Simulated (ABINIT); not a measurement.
# ZnS in ABINIT: the effect of dispersion

The system is ZnS.

```
CELL_PARAMETERS angstrom
0.00000 2.70200 2.70200
2.70200 0.00000 2.70200
2.70200 2.70200 0.00000
ATOMIC_POSITIONS crystal
Zn 0.75000 0.75000 0.75000
S 0.00000 0.00000 0.00000
```

Alike in all runs:

- Program: ABINIT 10.8.3 (patched build)
- Task: equation of state
- Functional: PBE
- Potentials or basis: JTH PAW PBE v2.0
- Cutoff: 599 eV
- k mesh: 9 × 9 × 9
- Occupations: fermi-dirac, width 0.05 eV
- Spin: no spin polarisation

| dispersion | V0 of scaled cells (Å³/atom) | B0 (GPa) |
| --- | --- | --- |
| none | 20.15 | 70 |
| D3 | 19.46 | 80 |
| D3(BJ) | ? | ? |
| D2 | 19.30 | 76 |

Question: What does the run with dispersion D3(BJ) give?

Answer: V0 of scaled cells 19.41 Å³/atom; B0 77 GPa.

Caveats: pressures at fixed basis lie under the slope of the energies.
